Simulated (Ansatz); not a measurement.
WS$_{2}$ (P6_3/mmc), one atom moved over a plane

Method: Ansatz 0.2.0, DFT PBE+D3(BJ), scalar-relativistic, plane waves, PAW. Settings: plane waves to 420 eV, k-mesh 12×12×4 (Γ-centred), Gaussian smearing 0.05 eV. Spin–orbit coupling is left out, which matters for the heavy elements here. No spin polarisation. Energies are free energies at this smearing, counted from the undisturbed cell; pressure is positive in compression.

The starting cell (relaxed at this level):

```
CELL_PARAMETERS angstrom
3.15421 0.00000 0.00000
-1.57710 2.73162 0.00000
0.00000 0.00000 12.13991
ATOMIC_POSITIONS crystal
W 0.33333 0.66667 0.25000
W 0.66667 0.33333 0.75000
S 0.33333 0.66667 0.62029
S 0.66667 0.33333 0.12029
S 0.33333 0.66667 0.87971
S 0.66667 0.33333 0.37971
```

Atom 3 (S) is moved by p along (0.000, 1.000, 0.000) and q along (0.000, 0.000, 1.000) (Å), all else fixed. Points are written (p, q).

Energy above the undisturbed cell in eV/cell (a dash: not computed):

| p \ q | -0.300 | -0.150 | 0.000 | 0.150 | 0.300 |
| --- | --- | --- | --- | --- | --- |
| -0.300 | 0.87 | 0.48 | 0.40 | 0.79 | 1.77 |
| -0.150 | 0.72 | – | 0.11 | – | 1.22 |
| 0.000 | 0.66 | 0.19 | 0.00 | 0.23 | 1.01 |
| 0.150 | 0.72 | – | 0.12 | – | 1.27 |
| 0.300 | 0.90 | 0.54 | 0.53 | 1.01 | 2.13 |

Pressure in GPa:

| p \ q | -0.300 | -0.150 | 0.000 | 0.150 | 0.300 |
| --- | --- | --- | --- | --- | --- |
| -0.300 | -5.0 | -2.4 | 1.3 | 6.4 | 13.1 |
| -0.150 | -5.5 | – | 0.4 | – | 11.4 |
| 0.000 | -5.7 | -3.4 | 0.0 | 4.7 | 10.8 |
| 0.150 | -5.4 | – | 0.4 | – | 11.6 |
| 0.300 | -4.7 | -2.1 | 1.9 | 7.3 | 14.3 |

Gap on the k-mesh in eV:

| p \ q | -0.300 | -0.150 | 0.000 | 0.150 | 0.300 |
| --- | --- | --- | --- | --- | --- |
| -0.300 | 0.56 | 0.73 | 0.83 | 0.75 | 0.00 |
| -0.150 | 0.59 | – | 0.86 | – | 0.00 |
| 0.000 | 0.61 | 0.79 | 0.89 | 0.72 | 0.00 |
| 0.150 | 0.59 | – | 0.85 | – | 0.00 |
| 0.300 | 0.59 | 0.75 | 0.84 | 0.73 | 0.00 |

Where the gap reads zero the k-mesh, chosen for the insulator, is on the coarse side.